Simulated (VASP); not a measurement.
## Se: single point with PBE

Se:

```
Se
1.0
     2.95024   -2.94735   -0.22326
     2.95024    2.94735   -0.22326
    -1.57628    0.00000   10.15682
Se
6
Direct
  0.11925 0.46215 0.40254
  0.53785 0.88075 0.09746
  0.88075 0.53785 0.59746
  0.46215 0.11925 0.90254
  0.00000 0.50000 0.00000
  0.50000 0.00000 0.50000
```

The cell was built by a generator and needn't be a form met in nature.

```json
{"Program": "VASP 6.6.1", "Task": "single point", "Functional": "PBE", "Potentials or basis": "VASP PAW PBE potentials, release 64 (Se)", "Cutoff": "520 eV", "k mesh": "4 × 4 × 4", "Occupations": "gaussian, width 0.1 eV", "Spin": "no spin polarisation", "Dipole correction": "no", "Further INCAR settings": "ALGO = Normal; EDIFF = 1e-07; NBANDS = 27"}
```

| Property | Result |
| --- | --- |
| Pressure | 0.1 GPa |
| Largest force | 0.034 eV/Å |
| Band gap on the k mesh | 0.58 eV, indirect (least direct gap 1.26 eV) |

Forces in eV/Å, atoms in the order of the input:
```
Se   0.007 -0.013 -0.030
Se  -0.007 -0.013  0.030
Se  -0.007  0.013  0.030
Se   0.007  0.013 -0.030
Se   0.000  0.000  0.000
Se   0.000  0.000  0.000
```

Stress tensor (GPa, compression positive):
```
 0.08  0.00 -0.07
 0.00  0.03  0.00
-0.07  0.00  0.15
```

Levels at points of the mesh, in eV from the valence-band top:
| k point | band 16 | band 17 | band 18 | band 19 | band 20 | band 21 |
| --- | --- | --- | --- | --- | --- | --- |
| (0.00, 0.00, 0.00) | -0.90 | -0.66 | -0.58 | 0.83 | 0.91 | 1.86 |
| (0.50, 0.00, 0.00) | -2.02 | -1.33 | -1.12 | 1.17 | 1.76 | 2.02 |
| (0.50, 0.50, 0.00) | -0.74 | -0.38 | 0.00 | 1.64 | 2.21 | 2.47 |
| (0.00, 0.00, 0.50) | -1.02 | -0.67 | -0.67 | 0.90 | 0.90 | 1.86 |
| (0.50, 0.00, 0.50) | -1.99 | -1.39 | -0.94 | 1.16 | 1.45 | 2.02 |
| (0.50, 0.50, 0.50) | -0.71 | -0.38 | -0.38 | 1.92 | 1.92 | 2.66 |

It took 38 s on 1 thread of Intel(R) Xeon(R) 6975P-C (Granite Rapids), with other jobs on the host, peak memory 0.28 GiB.

Caveat: this functional lacks dispersion, which binds the layers, so the pressure and a relaxed spacing across them are unreliable. Expect the measured gap to be larger: semilocal functionals such as PBE lack the derivative discontinuity.
